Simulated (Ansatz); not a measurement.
# K: enthalpy against pressure

K, Fm-3m, a = 6.520 Å. This isn't the element's structure at ambient conditions. Ansatz: PBE+D3(BJ), PAW, 420 eV, Γ-centred 12×12×12 mesh on 1 atom, Gaussian smearing 0.10 eV; no spin polarisation. Cell and atoms are relaxed at each pressure, and no other structure is tried, so the rows at high pressure may lie past a change of phase. y is the enthalpy over the state at zero pressure; there V0 = 69.276 Å³/atom. The pressures are the targets, met within 0.04 GPa.

```tsv
P (GPa)	y (eV/atom)
0.0	0.0000
2.0	0.7324
5.0	1.6000
10.0	?
20.0	4.6126
40.0	7.2924
```

Problem. Fit y = c1 P + c2 P² + c3 P³ to the other rows, say what c1 and c2 mean, and predict the missing value.

Solution. Least squares on the rows shown. y = 0.36566 P − 0.0089262 P² + 0.00010856 P³. Since dH/dP = V, c1 is V0: 0.36566 eV/GPa × 160.2 = 58.579 Å³ against 69.276; c2 = −V0/(2B0) gives B0 = 20 GPa, where a Birch–Murnaghan fit to the volumes of the same runs (not shown) gives 4.3 GPa. The volume falls by 74 % over the range, most steeply at the start, which a cubic can't follow: here c1 isn't V0 and c2 doesn't give B0. Above P = −c2/(3 c3) = 27 GPa the cubic's slope, the volume, would rise with pressure, so the form fails there. At P = 10.0 the fit asked for gives 2.8725 eV/atom. The run gave 2.7789 eV/atom, so the fit is 0.0936 eV/atom too high, 1.3 % of the span of the series, against an rms of 0.0203 eV/atom on the fitted rows. With a term in P⁴ added, a fit to the same known rows (none to spare) predicts 2.6844 eV/atom, which misses by about as much or more on the other side: the known rows don't fix the higher terms. Also, this row ran on the mesh 14×14×14, its neighbour on 12×12×12, which can shift it a little.

The mesh isn't the same in all rows (12×12×12, 14×14×14, 16×16×16).